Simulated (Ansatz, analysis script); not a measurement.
# Energy of spin spirals in a free-standing square Re monolayer, spacing 2.603 Å, part 2 of 2

Wanted: E(q) and the moments of a free-standing square Re monolayer, spacing 2.603 Å along a path through the zone.

Ansatz 0.2.0; PBE, PAW set soft_1.

So far, integrated |m| (μB): step 2 (starting state) 0.322.

## (6) q = (0, 0.3, 0)

Level of this step: Ansatz DFT, spin spiral by the generalised Bloch theorem, no spin-orbit coupling; PBE, PAW set soft_1; PAW set soft_1 (Ansatz).

input.yaml

```yaml
crystal:
  lattice:
    - [2.603, 0.0, 0.0]
    - [0.0, 2.603, 0.0]
    - [0.0, 0.0, 14.0]
  atoms:
    - { symbol: Re, position: [0.0, 0.0, 0.5], spin: 0.28, spin_axis: [1.0, 0.0, 0.0] }
kpoints:
  mp_grid: { grid: [20, 20, 1] }
hamiltonian:
  xc: pbe
  pseudopotentials: { kind: paw, azcp: { folder: soft_1 } }
scf:
  occupations: { method: fermi_dirac, width: 0.1 }
  max_iter: 120
  convergence: { dr2_threshold: 1.0e-08 }
  lower_state_search: "off"
basis:
  ecutwfc: 420.0
magnetization:
  noncollinear: true
  spin_spiral: { q: [0.0, 0.3, 0.0] }
checkpoint:
  read: start
```

The run is started by

```bash
$ ansatz run input.yaml --threads 1 --pin off --max-ram 2048MiB --backend cpu --events-out ev --progress --plain --runs-dir out
```

Numbers of over 12 decimals in the logs are rounded to 6 here.

Output:

```text
[...]
Crystal: 1 atoms, lattice volume = 94.859 Å³
Basis set: ecut = 420 eV, 1891 PW (Γ)
Bands: 24, of which v1, the nominal top of the filled ones, is band 15 counted from 1 (14 counted from 0)
Symmetry: 4 space group operations
k-points: 121 of 400
[...]
SCF iter  11: F=-10866.160043 eV  HF=-10866.160043 eV  |F-HF|=2.73e-11  |Δ(HF+E_count)|=   2.30e-8  Δρ=3.65e-7  dr2=8.50e-11  dr2_m=3.81e-11  ethr=8.86e-12  |M|=5.98e-1 ∫|m|=6.45e-1 μB  |m|>n=8.1e-3 m-floor=8.1e-3 τ_xc=2.7e-3 mc-row=8.1e-3 uncertified=4  ⟨swp⟩=1.0  Hψ=9951  notcnv=0
SCF 1 converged in 11 iterations: F = -10866.160043 eV  dr2 = 8.50e-11
[...]
SCF converged after 11 iterations
Magnetization: |M| = 0.5981 μB,  M = (+0.5981, -0.0000, +0.0000) μB
Absolute magnetization: 0.6453 μB (∫|m|, with the PAW one-centre terms)
  site 0: m = (+0.4241, -0.0000, +0.0000) μB, |m| = 0.4241 μB  (R = 1.07 Å)
Free energy (F): -10866.160043 eV
[...]
Internal energy: -10866.108886 eV  (E = F + TS)
E sigma→0 (E₀):  -10866.134465 eV
Entropy (-TS):   -0.051156 eV (-51.156 meV/atom)
Fermi energy:    -0.751425 eV
[...]
```

Elapsed: 2.3 min, on 1 thread of Arm Neoverse N1, shared host; peak memory 0.74 GiB.

The energy of the cell lies 2.96 meV below that at q = 0, and the largest moment is 0.424 μB against 0.240 μB.

## (7) q = (0.2, 0.5, 0)

Edit input.yaml of step 6 so:

```diff
@@ -21,3 +21,3 @@
   noncollinear: true
-  spin_spiral: { q: [0.0, 0.3, 0.0] }
+  spin_spiral: { q: [0.2, 0.5, 0.0] }
 checkpoint:
```

Output:

```text
[...]
Crystal: 1 atoms, lattice volume = 94.859 Å³
Basis set: ecut = 420 eV, 1891 PW (Γ)
Bands: 24, of which v1, the nominal top of the filled ones, is band 15 counted from 1 (14 counted from 0)
Symmetry: 2 space group operations
k-points: 202 of 400
[...]
SCF iter  14: F=-10866.198033 eV  HF=-10866.198033 eV  |F-HF|=5.46e-11  |Δ(HF+E_count)|=   5.98e-9  Δρ=7.61e-7  dr2=2.40e-10  dr2_m=1.72e-10  ethr=3.30e-11  |M|=9.13e-1 ∫|m|=1.10e0 μB  |m|>n=8.1e-3 m-floor=8.1e-3 τ_xc=6.3e-3 mc-row=8.1e-3  ⟨swp⟩=1.0  Hψ=12998  notcnv=0
SCF 1 converged in 14 iterations: F = -10866.198033 eV  dr2 = 2.40e-10
[...]
SCF converged after 14 iterations
Magnetization: |M| = 0.9125 μB,  M = (+0.9125, -0.0000, +0.0000) μB
Absolute magnetization: 1.1041 μB (∫|m|, with the PAW one-centre terms)
  site 0: m = (+0.7476, -0.0000, +0.0000) μB, |m| = 0.7476 μB  (R = 1.07 Å)
Free energy (F): -10866.198033 eV
[...]
Internal energy: -10866.162547 eV  (E = F + TS)
E sigma→0 (E₀):  -10866.180290 eV
Entropy (-TS):   -0.035486 eV (-35.486 meV/atom)
Fermi energy:    -0.590383 eV
[...]
```

The job ended after 3.6 min (1 thread; peak memory 1.1 GiB).

The energy of the cell lies 41.0 meV below that at q = 0, and the largest moment is 0.748 μB against 0.240 μB.

## (8) q = (0.5, 0.5, 0)

Edit input.yaml of step 7 so:

```diff
@@ -21,3 +21,3 @@
   noncollinear: true
-  spin_spiral: { q: [0.2, 0.5, 0.0] }
+  spin_spiral: { q: [0.5, 0.5, 0.0] }
 checkpoint:
```

Output:

```text
[...]
Crystal: 1 atoms, lattice volume = 94.859 Å³
Basis set: ecut = 420 eV, 1891 PW (Γ)
Bands: 24, of which v1, the nominal top of the filled ones, is band 15 counted from 1 (14 counted from 0)
Symmetry: 4 space group operations
k-points: 111 of 400
[...]
SCF iter  12: F=-10866.272421 eV  HF=-10866.272421 eV  |F-HF|=9.09e-12  |Δ(HF+E_count)|=   1.31e-8  Δρ=3.48e-7  dr2=2.62e-11  dr2_m=3.51e-11  ethr=1.57e-11  |M|=9.84e-1 ∫|m|=1.37e0 μB  |m|>n=9.3e-3 m-floor=9.3e-3 τ_xc=1.3e-3 mc-row=9.3e-3  ⟨swp⟩=1.0  Hψ=8363  notcnv=0
SCF 1 converged in 12 iterations: F = -10866.272421 eV  dr2 = 2.62e-11
[...]
SCF converged after 12 iterations
Magnetization: |M| = 0.9838 μB,  M = (+0.9838, +0.0000, +0.0000) μB
Absolute magnetization: 1.3676 μB (∫|m|, with the PAW one-centre terms)
  site 0: m = (+0.9688, +0.0000, +0.0000) μB, |m| = 0.9688 μB  (R = 1.07 Å)
Free energy (F): -10866.272421 eV
[...]
Internal energy: -10866.247988 eV  (E = F + TS)
E sigma→0 (E₀):  -10866.260205 eV
Entropy (-TS):   -0.024433 eV (-24.433 meV/atom)
Fermi energy:    -0.502383 eV
[...]
```

It took 1.9 min on 1 thread; peak memory 0.74 GiB.

The energy of the cell lies 115 meV below that at q = 0, and the largest moment is 0.969 μB against 0.240 μB.

The other 6 runs of this kind were made alike; their results stand in the table below.

## (9) Analysis

```csv
q (reciprocal lattice),path length (1/Å),E(q) − E(0) (meV a magnetic atom),|m| Re no. 1 (μB)
"(0, 0, 0)",0.000,0.00,0.24
"(0, 0.2, 0)",0.483,-1.50,0.32
"(0, 0.3, 0)",0.724,-2.96,0.42
"(0, 0.5, 0)",1.207,2.87,0.00
"(0.2, 0.5, 0)",1.690,-40.95,0.75
"(0.3, 0.5, 0)",1.931,-69.15,0.80
"(0.5, 0.5, 0)",2.414,-115.34,0.97
"(0.4, 0.4, 0)",2.755,-89.44,0.89
"(0.3, 0.3, 0)",3.097,-39.31,0.67
"(0.2, 0.2, 0)",3.438,-9.57,0.43
"(0.1, 0.1, 0)",3.779,-1.56,0.30
"(0, 0, 0)",4.121,0.00,0.24
```

## (10) Outcome

```yaml
lowest_point_of_the_path: q = (0.5, 0.5, 0), -115 meV a magnetic atom from q = 0
highest_point: 2.87 meV a magnetic atom
```

In words: The state at q = (0.5, 0.5, 0) lies 115 meV a magnetic atom below the ferromagnetic start, so that start is not the lowest state; a flat spiral with q made of halves, on one magnetic atom a cell, is a collinear order of a doubled cell. Where the moments vanish, the energy is that of the state without moments, not of a spiral. The moments change by at most 304 % from their size at q = 0, so they are itinerant and a model of rigid spins is rough. No spin model is given, since the moments change too much along the path. The 11 spiral runs took 28 min of wall time, added up. Energies are free energies at a smearing of 0.1 eV, and with partly filled levels differences shift, at times strongly, as the smearing goes to zero. The cell was taken as built, with atoms unrelaxed. In doubt: the program's search for lower states was switched off, so a lower magnetic state than those reached may exist.

[Logs and program files are shortened in this print: banners, set-up blocks, solver, clock and traceback lines can be left out without a mark of their own.]

[Logs are printed without paths, hosts, clocks, repeated set-up lines and the standing remarks that a program may print on its own settings, such as how far it seeks lower states.]

[Hosts, paths, dates, database ids (printed as entryN), source tags and the programs' standing remarks are cut or masked in the printed files.]
